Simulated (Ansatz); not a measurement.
PbS: input, output and frames of a trajectory

Method: DFT PBE+D3(BJ), scalar-relativistic, plane waves, PAW (Ansatz 0.2.0). The runs took a 420 eV cutoff, a shifted (0.5, 0.5, 0.5 steps) 2×2×2 mesh and Fermi–Dirac smearing (0.1 eV). The mesh is coarse. Spin–orbit coupling is left out, which can shift energies with elements as heavy as these. No spin polarisation.

16 atoms, starting at 1.04 times the perfect crystal's volume (space group Fm-3m, the cell as given, not relaxed at this level); Langevin thermostat at 1200 K (friction 0.02 fs⁻¹), fixed cell; 38 steps of 3 fs. The run is short and not equilibrated.

Self-consistency was reached.

Command:
```bash
ansatz run input.yaml --threads 4 --pin off --max-ram 5120MiB --backend cpu --events-out ev --progress --plain --runs-dir out
```

Input:
```yaml
crystal:
  lattice:
    - [6.0080352647, 0.0, 6.0080352647]
    - [6.0080352647, 6.0080352647, 0.0]
    - [0.0, 6.0080352647, 6.0080352647]
  atoms:
    - { symbol: Pb, position: [0.0, 0.0, 0.0] }
    - { symbol: Pb, position: [0.0, 0.5, 0.0] }
    - { symbol: Pb, position: [0.5, 0.0, 0.0] }
    - { symbol: Pb, position: [0.5, 0.5, 0.0] }
    - { symbol: Pb, position: [0.0, 0.0, 0.5] }
    - { symbol: Pb, position: [0.0, 0.5, 0.5] }
    - { symbol: Pb, position: [0.5, 0.0, 0.5] }
    - { symbol: Pb, position: [0.5, 0.5, 0.5] }
    - { symbol: S, position: [0.25, 0.25, 0.25] }
    - { symbol: S, position: [0.25, 0.75, 0.25] }
    - { symbol: S, position: [0.75, 0.25, 0.25] }
    - { symbol: S, position: [0.75, 0.75, 0.25] }
    - { symbol: S, position: [0.25, 0.25, 0.75] }
    - { symbol: S, position: [0.25, 0.75, 0.75] }
    - { symbol: S, position: [0.75, 0.25, 0.75] }
    - { symbol: S, position: [0.75, 0.75, 0.75] }
basis:
  ecutwfc: 420
kpoints:
  mp_grid: { grid: [2, 2, 2], shift: [0.5, 0.5, 0.5] }
hamiltonian:
  xc: pbe
  dispersion: d3bj
scf:
  occupations: { method: fermi_dirac, width: 0.1034 }
  lower_state_search: "off"
  convergence: { dr2_threshold: 1.0e-07 }
output:
  forces: true
  stress: true
md:
  timestep: 3.0
  n_steps: 38
  ensemble: nvt_langevin
  temperature: 1200.0
  initial_velocities: maxwell_boltzmann
  seed: 55137
  friction: 0.02
```

Output (its end):
```
...
SCF converged after 7 iterations
Free energy (F): -102479.902200 eV
Harris-Foulkes:  -102479.902200 eV  (|F-HF|=3.21e-8)
Internal energy: -102479.898223 eV  (E = F + TS)
E sigma→0 (E₀):  -102479.900211 eV
Entropy (-TS):   -0.003977 eV (-0.249 meV/atom)
Fermi energy:    8.071500 eV
--- Per-component energies (eV) ---
  E_band       = -523.945058
  E_kinetic    = 3152.437431
  E_local      = -10236.235054  (includes V_loc(G=0)·N_el)
  E_nonlocal   = 3028.987468
  E_hartree    = 3991.197750
  E_xc         = -2546.963033
  E_vxc        = -1762.364449  (∫ρ·V_xc dr)
  E_paw        = -88030.798439  (= ΣΔE_a)
  E_vpaw       = -2689.168009  (= ΣTr[D̂ρ^β])
  E_aug_tail   = 0.000394  (compensation charges beyond the density's cutoff)
  E_ewald      = -11833.173875
  E_disp       = -5.350864  (pairwise vdW)
  E_smearing   = -0.003977  (= −TS)
  E_closure    = 0.000000  (closes the sum)
  Σ components = -102479.902200   (vs F -102479.902200, Δ=0.00e0)
--- Forces (eV/Å), atoms counted from 1 ---
  atom   1  Pb     0.62572878    -0.04014878     1.65012621
  atom   2  Pb     0.16650162    -0.30447392     0.67770787
  atom   3  Pb    -0.11528230    -0.00904428    -0.82482885
  atom   4  Pb    -0.57952829     0.53318035    -0.68219029
  atom   5  Pb     0.38807105    -0.53888881     0.10818277
  atom   6  Pb     0.10581820     0.37364150     0.53605750
  atom   7  Pb    -0.22320971     0.52787246    -0.15461405
  atom   8  Pb    -0.66477956     2.68498951     0.07686804
  atom   9  S     -0.43162632    -1.51795092     0.14178762
  atom  10  S      0.00959067     0.13215446    -0.04868697
  atom  11  S      0.26412640    -2.57891707     0.02711703
  atom  12  S      0.18243187    -0.31716214    -1.00997627
  atom  13  S      0.27757619     0.76914304     0.32491692
  atom  14  S     -0.72953899    -0.69430413     0.06056392
  atom  15  S      0.33973291     0.27102381    -0.97405377
  atom  16  S      0.38439509     0.70889142     0.09101902
  max |Σ_I F_I| component: 7.61e-6 eV/Å
--- Stress (GPa, compression-positive) ---
       -0.344927       0.376321      -0.004667
        0.376321       2.324732      -0.063859
       -0.004667      -0.063859       0.235643
  P = ⅓ Tr σ = 0.7385 GPa (7.385 kbar)
--- MD trajectory: 38 steps, t = 0.0 → 114.0 fs ---
  final state: T = 1318.9 K   F+E_penalty+E_count = -102479.90220001 eV   E_kin = 2.727660 eV
```

Frames along the run (Å, eV/Å; dE is the potential energy from the first frame):

```xyz
16
Lattice="6.008 0.000 6.008 6.008 6.008 0.000 0.000 6.008 6.008" Properties=species:S:1:pos:R:3:forces:R:3 pbc="T T T" time_fs=0.00 dE_eV=0.0000 T_K=1125
Pb    0.000    0.000    0.000    0.000    0.000    0.000
Pb    3.004    3.004    0.000    0.000    0.000    0.000
Pb    3.004    0.000    3.004    0.000    0.000    0.000
Pb    6.008    3.004    3.004    0.000    0.000    0.000
Pb    0.000    3.004    3.004    0.000    0.000    0.000
Pb    3.004    6.008    3.004    0.000    0.000    0.000
Pb    3.004    3.004    6.008    0.000    0.000    0.000
Pb    6.008    6.008    6.008    0.000    0.000    0.000
S     3.004    3.004    3.004    0.000    0.000    0.000
S     6.008    6.008    3.004    0.000    0.000    0.000
S     6.008    3.004    6.008    0.000    0.000    0.000
S     9.012    6.008    6.008    0.000    0.000    0.000
S     3.004    6.008    6.008    0.000    0.000    0.000
S     6.008    9.012    6.008    0.000    0.000    0.000
S     6.008    6.008    9.012    0.000    0.000    0.000
S     9.012    9.012    9.012    0.000    0.000    0.000
16
Lattice="6.008 0.000 6.008 6.008 6.008 0.000 0.000 6.008 6.008" Properties=species:S:1:pos:R:3:forces:R:3 pbc="T T T" time_fs=9.00 dE_eV=0.1428 T_K=1221
Pb   -0.024   -0.001    0.005    0.065   -0.103   -0.049
Pb    2.997    2.981    0.004    0.081    0.024   -0.002
Pb    3.003   -0.014    3.004    0.060    0.074   -0.012
Pb    6.015    3.007    3.019   -0.057   -0.018   -0.104
Pb   -0.011    3.028    2.970    0.041   -0.002    0.158
Pb    3.033    6.016    3.038   -0.096   -0.064   -0.017
Pb    2.995    2.991    5.988   -0.063    0.045   -0.006
Pb    6.045    5.976    5.986   -0.150    0.101    0.105
S     3.028    2.993    2.985    0.089    0.223    0.165
S     5.941    6.014    3.071    0.187   -0.136   -0.324
S     6.007    2.973    6.069   -0.146    0.100   -0.346
S     8.908    5.966    5.974    0.377    0.188    0.133
S     3.023    6.018    6.020   -0.262   -0.136   -0.110
S     5.945    9.070    5.939    0.216   -0.142    0.324
S     6.032    5.959    8.955   -0.124    0.233    0.277
S     9.074    9.131    9.053   -0.218   -0.388   -0.191
16
Lattice="6.008 0.000 6.008 6.008 6.008 0.000 0.000 6.008 6.008" Properties=species:S:1:pos:R:3:forces:R:3 pbc="T T T" time_fs=18.00 dE_eV=0.4663 T_K=924
Pb   -0.038   -0.012   -0.012    0.110   -0.184   -0.048
Pb    2.986    2.963    0.005    0.141    0.012    0.004
Pb    2.995   -0.023    2.990    0.084    0.161   -0.003
Pb    6.023    3.007    3.033   -0.127   -0.015   -0.187
Pb   -0.020    3.040    2.937    0.115   -0.028    0.356
Pb    3.045    6.023    3.069   -0.138   -0.122   -0.030
Pb    2.985    2.961    5.972   -0.089    0.107   -0.034
Pb    6.076    5.940    5.982   -0.399    0.169    0.142
S     3.082    2.980    2.944    0.081    0.350    0.403
S     5.890    5.993    3.102    0.298   -0.107   -0.452
S     6.046    2.949    6.121   -0.408    0.155   -0.643
S     8.821    5.890    5.952    0.718    0.439    0.194
S     3.010    6.033    6.024   -0.397   -0.326   -0.181
S     5.858    9.102    5.887    0.552   -0.218    0.541
S     6.013    5.953    8.941   -0.129    0.273    0.365
S     9.150    9.199    9.108   -0.412   -0.665   -0.427
16
Lattice="6.008 0.000 6.008 6.008 6.008 0.000 0.000 6.008 6.008" Properties=species:S:1:pos:R:3:forces:R:3 pbc="T T T" time_fs=27.00 dE_eV=0.8015 T_K=844
Pb   -0.054   -0.007   -0.031    0.188   -0.303   -0.047
Pb    2.972    2.958    0.008    0.247   -0.124   -0.018
Pb    2.981   -0.006    2.979    0.069    0.186   -0.073
Pb    6.031    3.005    3.042   -0.126    0.002   -0.271
Pb   -0.029    3.056    2.912    0.108   -0.017    0.606
Pb    3.043    6.031    3.075   -0.115   -0.164    0.039
Pb    2.979    2.917    5.959   -0.153    0.256   -0.029
Pb    6.101    5.908    5.977   -0.669    0.225    0.160
S     3.143    2.966    2.920   -0.046    0.483    0.485
S     5.871    5.983    3.130    0.287    0.023   -0.537
S     6.101    2.928    6.174   -0.622    0.217   -0.908
S     8.781    5.817    5.923    0.893    0.579    0.265
S     2.967    5.998    6.016   -0.377   -0.290   -0.228
S     5.794    9.133    5.852    0.779   -0.285    0.679
S     5.987    6.013    8.933   -0.078    0.127    0.409
S     9.168    9.265    9.141   -0.385   -0.915   -0.533
16
Lattice="6.008 0.000 6.008 6.008 6.008 0.000 0.000 6.008 6.008" Properties=species:S:1:pos:R:3:forces:R:3 pbc="T T T" time_fs=36.00 dE_eV=1.1466 T_K=824
Pb   -0.077    0.001   -0.054    0.300   -0.412   -0.048
Pb    2.973    2.973    0.008    0.374   -0.303   -0.095
Pb    2.966    0.022    2.970    0.061    0.195   -0.169
Pb    6.028    3.013    3.053    0.033   -0.010   -0.311
Pb   -0.047    3.067    2.888    0.014    0.017    0.894
Pb    3.047    6.024    3.072   -0.154   -0.179    0.139
Pb    2.981    2.878    5.952   -0.231    0.433    0.009
Pb    6.123    5.882    5.972   -1.062    0.277    0.185
S     3.234    2.971    2.920   -0.360    0.572    0.448
S     5.843    5.986    3.131    0.346    0.072   -0.503
S     6.153    2.903    6.228   -0.791    0.270   -1.277
S     8.730    5.781    5.907    1.185    0.669    0.296
S     2.907    5.952    6.019   -0.323   -0.223   -0.276
S     5.784    9.151    5.788    0.868   -0.341    0.861
S     5.969    6.031    8.947   -0.079    0.111    0.333
S     9.138    9.337    9.111   -0.181   -1.146   -0.485
16
Lattice="6.008 0.000 6.008 6.008 6.008 0.000 0.000 6.008 6.008" Properties=species:S:1:pos:R:3:forces:R:3 pbc="T T T" time_fs=45.00 dE_eV=1.4015 T_K=929
Pb   -0.096    0.008   -0.093    0.365   -0.462   -0.016
Pb    2.986    2.989    0.001    0.399   -0.402   -0.174
Pb    2.950    0.051    2.967    0.069    0.039   -0.245
Pb    6.029    3.018    3.055    0.443   -0.015   -0.275
Pb   -0.049    3.088    2.878   -0.174    0.035    1.028
Pb    3.059    6.003    3.072   -0.199   -0.119    0.182
Pb    2.976    2.858    5.949   -0.253    0.537    0.091
Pb    6.136    5.868    5.961   -1.292    0.278    0.212
S     3.368    2.983    2.899   -1.031    0.512    0.339
S     5.823    5.986    3.144    0.444    0.149   -0.517
S     6.188    2.870    6.268   -0.814    0.315   -1.518
S     8.711    5.778    5.897    1.320    0.613    0.267
S     2.856    5.916    6.009   -0.232   -0.125   -0.268
S     5.790    9.146    5.741    0.866   -0.364    0.972
S     5.963    6.056    8.951   -0.127    0.033    0.294
S     9.074    9.338    9.048    0.216   -1.023   -0.372
16
Lattice="6.008 0.000 6.008 6.008 6.008 0.000 0.000 6.008 6.008" Properties=species:S:1:pos:R:3:forces:R:3 pbc="T T T" time_fs=54.00 dE_eV=1.5020 T_K=1108
Pb   -0.113    0.021   -0.136    0.404   -0.452    0.064
Pb    3.006    3.004   -0.003    0.304   -0.378   -0.229
Pb    2.930    0.090    2.977    0.133   -0.236   -0.299
Pb    6.036    3.008    3.052    0.946   -0.028   -0.157
Pb   -0.047    3.105    2.890   -0.297    0.025    0.807
Pb    3.089    5.977    3.089   -0.384    0.020    0.141
Pb    2.959    2.857    5.952   -0.207    0.605    0.180
Pb    6.135    5.862    5.951   -1.439    0.218    0.200
S     3.474    3.067    2.856   -1.767    0.130    0.271
S     5.792    5.947    3.123    0.722    0.318   -0.420
S     6.185    2.856    6.258   -0.684    0.392   -1.432
S     8.693    5.818    5.929    1.447    0.395    0.099
S     2.836    5.864    5.984   -0.195    0.049   -0.105
S     5.829    9.171    5.708    0.723   -0.470    1.003
S     5.947    6.065    8.951   -0.229   -0.055    0.208
S     9.031    9.277    9.010    0.522   -0.533   -0.333
16
Lattice="6.008 0.000 6.008 6.008 6.008 0.000 0.000 6.008 6.008" Properties=species:S:1:pos:R:3:forces:R:3 pbc="T T T" time_fs=60.00 dE_eV=1.5306 T_K=1128
Pb   -0.121    0.027   -0.167    0.427   -0.403    0.160
Pb    3.027    3.013   -0.016    0.216   -0.315   -0.212
Pb    2.914    0.115    2.986    0.170   -0.336   -0.337
Pb    6.046    3.014    3.059    1.136   -0.071   -0.108
Pb   -0.048    3.119    2.898   -0.333    0.005    0.678
Pb    3.110    5.964    3.099   -0.467    0.115    0.136
Pb    2.956    2.853    5.951   -0.176    0.645    0.208
Pb    6.133    5.858    5.946   -1.564    0.193    0.189
S     3.516    3.117    2.832   -2.090   -0.120    0.283
S     5.799    5.918    3.102    0.776    0.446   -0.307
S     6.169    2.879    6.244   -0.583    0.366   -1.326
S     8.675    5.874    5.951    1.594    0.198    0.024
S     2.832    5.814    5.982   -0.188    0.197   -0.041
S     5.873    9.190    5.713    0.615   -0.522    0.948
S     5.918    6.076    8.975   -0.213   -0.135    0.082
S     9.009    9.223    9.007    0.680   -0.262   -0.378
16
Lattice="6.008 0.000 6.008 6.008 6.008 0.000 0.000 6.008 6.008" Properties=species:S:1:pos:R:3:forces:R:3 pbc="T T T" time_fs=69.00 dE_eV=1.4920 T_K=1303
Pb   -0.126    0.036   -0.218    0.427   -0.298    0.341
Pb    3.057    3.021   -0.052    0.149   -0.260   -0.103
Pb    2.889    0.150    3.007    0.208   -0.374   -0.403
Pb    6.078    3.017    3.081    0.893   -0.084   -0.118
Pb   -0.048    3.127    2.909   -0.303   -0.052    0.521
Pb    3.131    5.958    3.114   -0.452    0.264    0.101
Pb    2.957    2.848    5.946   -0.140    0.704    0.220
Pb    6.126    5.847    5.934   -1.480    0.169    0.189
S     3.532    3.215    2.777   -1.896   -0.553    0.314
S     5.837    5.915    3.082    0.653    0.466   -0.198
S     6.168    2.937    6.218   -0.476    0.311   -1.184
S     8.682    5.949    5.995    1.492   -0.043   -0.109
S     2.840    5.786    5.969   -0.161    0.391    0.081
S     5.927    9.256    5.727    0.480   -0.644    0.833
S     5.842    6.064    8.990   -0.057   -0.068   -0.061
S     9.024    9.145    8.998    0.663    0.070   -0.424
16
Lattice="6.008 0.000 6.008 6.008 6.008 0.000 0.000 6.008 6.008" Properties=species:S:1:pos:R:3:forces:R:3 pbc="T T T" time_fs=78.00 dE_eV=1.4286 T_K=1503
Pb   -0.130    0.039   -0.265    0.420   -0.156    0.558
Pb    3.066    3.018   -0.087    0.157   -0.242    0.071
Pb    2.879    0.181    3.030    0.211   -0.323   -0.453
Pb    6.118    3.017    3.093    0.483   -0.029   -0.187
Pb   -0.061    3.136    2.933   -0.175   -0.174    0.271
Pb    3.139    5.946    3.128   -0.372    0.435    0.085
Pb    2.974    2.844    5.962   -0.117    0.750    0.171
Pb    6.124    5.838    5.911   -1.199    0.307    0.267
S     3.527    3.290    2.746   -1.460   -1.027    0.309
S     5.886    5.923    3.104    0.488    0.344   -0.245
S     6.156    3.042    6.159   -0.316    0.039   -0.927
S     8.734    6.018    6.085    1.142   -0.257   -0.322
S     2.877    5.796    5.968   -0.140    0.536    0.254
S     5.999    9.315    5.733    0.274   -0.709    0.751
S     5.787    6.004    9.007    0.097    0.163   -0.174
S     9.065    9.054    8.999    0.506    0.343   -0.430
16
Lattice="6.008 0.000 6.008 6.008 6.008 0.000 0.000 6.008 6.008" Properties=species:S:1:pos:R:3:forces:R:3 pbc="T T T" time_fs=87.00 dE_eV=1.5506 T_K=1474
Pb   -0.146    0.045   -0.299    0.436   -0.034    0.674
Pb    3.087    3.007   -0.117    0.148   -0.231    0.263
Pb    2.873    0.212    3.043    0.185   -0.234   -0.520
Pb    6.161    3.013    3.099    0.011    0.106   -0.273
Pb   -0.077    3.146    2.956    0.016   -0.346    0.045
Pb    3.138    5.935    3.130   -0.331    0.600    0.131
Pb    3.015    2.845    5.991   -0.137    0.726    0.090
Pb    6.115    5.829    5.895   -0.928    0.691    0.322
S     3.488    3.347    2.728   -0.929   -1.493    0.286
S     5.911    5.955    3.109    0.402    0.120   -0.321
S     6.154    3.158    6.094   -0.134   -0.477   -0.714
S     8.783    6.050    6.212    0.801   -0.330   -0.599
S     2.894    5.817    5.968   -0.086    0.640    0.456
S     6.100    9.373    5.717    0.015   -0.769    0.745
S     5.750    5.932    8.991    0.197    0.492   -0.168
S     9.087    8.978    9.000    0.336    0.541   -0.414
16
Lattice="6.008 0.000 6.008 6.008 6.008 0.000 0.000 6.008 6.008" Properties=species:S:1:pos:R:3:forces:R:3 pbc="T T T" time_fs=96.00 dE_eV=1.7887 T_K=1361
Pb   -0.163    0.059   -0.332    0.488    0.002    0.832
Pb    3.120    2.990   -0.145    0.122   -0.234    0.415
Pb    2.874    0.237    3.055    0.114   -0.147   -0.622
Pb    6.203    2.994    3.097   -0.274    0.260   -0.378
Pb   -0.078    3.155    2.964    0.198   -0.459   -0.068
Pb    3.138    5.930    3.111   -0.211    0.693    0.334
Pb    3.053    2.862    6.006   -0.142    0.672    0.001
Pb    6.117    5.822    5.879   -0.746    1.383    0.331
S     3.440    3.379    2.730   -0.543   -1.848    0.221
S     5.958    5.961    3.106    0.199    0.008   -0.354
S     6.166    3.272    6.024    0.037   -1.289   -0.471
S     8.844    6.077    6.309    0.482   -0.383   -0.847
S     2.881    5.835    6.003    0.048    0.763    0.493
S     6.204    9.410    5.711   -0.248   -0.744    0.662
S     5.715    5.901    8.989    0.331    0.615   -0.246
S     9.123    8.915    8.984    0.147    0.709   -0.304
16
Lattice="6.008 0.000 6.008 6.008 6.008 0.000 0.000 6.008 6.008" Properties=species:S:1:pos:R:3:forces:R:3 pbc="T T T" time_fs=105.00 dE_eV=2.1247 T_K=1355
Pb   -0.176    0.075   -0.367    0.592   -0.004    1.227
Pb    3.146    2.984   -0.176    0.124   -0.274    0.553
Pb    2.890    0.265    3.078   -0.034   -0.054   -0.741
Pb    6.251    2.970    3.094   -0.456    0.417   -0.510
Pb   -0.076    3.170    2.964    0.310   -0.551   -0.010
Pb    3.123    5.927    3.094   -0.022    0.568    0.514
Pb    3.092    2.886    6.007   -0.150    0.614   -0.075
Pb    6.133    5.810    5.870   -0.679    2.447    0.198
S     3.417    3.369    2.722   -0.418   -1.886    0.159
S     6.010    5.912    3.077    0.067    0.062   -0.225
S     6.185    3.373    5.983    0.198   -2.404   -0.215
S     8.905    6.100    6.370    0.248   -0.398   -1.071
S     2.876    5.878    6.039    0.184    0.817    0.497
S     6.316    9.439    5.749   -0.545   -0.675    0.414
S     5.724    5.895    9.019    0.369    0.503   -0.603
S     9.123    8.872    8.933    0.215    0.818   -0.112
16
Lattice="6.008 0.000 6.008 6.008 6.008 0.000 0.000 6.008 6.008" Properties=species:S:1:pos:R:3:forces:R:3 pbc="T T T" time_fs=114.00 dE_eV=2.1491 T_K=1319
Pb   -0.176    0.099   -0.397    0.626   -0.040    1.650
Pb    3.154    2.986   -0.214    0.167   -0.304    0.678
Pb    2.903    0.293    3.086   -0.115   -0.009   -0.825
Pb    6.295    2.942    3.092   -0.580    0.533   -0.682
Pb   -0.082    3.176    2.960    0.388   -0.539    0.108
Pb    3.111    5.901    3.068    0.106    0.374    0.536
Pb    3.137    2.913    6.004   -0.223    0.528   -0.155
Pb    6.146    5.812    5.870   -0.665    2.685    0.077
S     3.427    3.296    2.706   -0.432   -1.518    0.142
S     6.036    5.895    3.050    0.010    0.132   -0.049
S     6.211    3.392    5.947    0.264   -2.579    0.027
S     8.932    6.091    6.365    0.182   -0.317   -1.010
S     2.874    5.925    6.115    0.278    0.769    0.325
S     6.396    9.476    5.832   -0.730   -0.694    0.061
S     5.761    5.922    9.044    0.340    0.271   -0.974
S     9.122    8.870    8.864    0.384    0.709    0.091
```